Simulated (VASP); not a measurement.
ZrB2, 3 atoms in the cell. It takes space group P6/mmm (No. 191, hexagonal). The conventional cell has a = 3.170 Å, b = 3.170 Å, c = 3.533 Å, α = 90.00°, β = 90.00°, γ = 120.00°. Zr (site symmetry 6/mmm) is surrounded by 12 B at 2.54 Å. Around B (site symmetry -6m2) lie 3 B at 1.83 Å. 

| Property | Result |
| --- | --- |
| Program | VASP 6.6.1 |
| Task | relaxation of cell and atoms |
| Functional | PBE |
| Potentials or basis | VASP PAW PBE potentials, release 64 (Zr_sv, B) |
| Cutoff | 520 eV |
| k mesh | 15 × 15 × 12 |
| Occupations | gaussian, width 1 eV |
| Spin | no spin polarisation |
| Further INCAR settings | ALGO = Normal; EDIFF = 1e-07; IBRION = 2; EDIFFG = -0.002; NSW = 80; ISIF = 3 |

Potentials or basis: VASP PAW PBE potentials, release 64 (Zr_sv, B).

Launch:

```bash
$ cat potpaw_PBE.64/Zr_sv/POTCAR potpaw_PBE.64/B/POTCAR > POTCAR
$ mpirun -np 1 vasp_std > vasp.out
```

Hardware: 1 thread of AMD EPYC 9R14 (Zen 4), on a shared host.

Task: Estimate the wall time of this run.

Result: It took 110 s on 1 thread of AMD EPYC 9R14 (Zen 4) (shared host), peak memory 0.18 GiB. Counts: scf iterations 38, k points 189, ion steps 4.
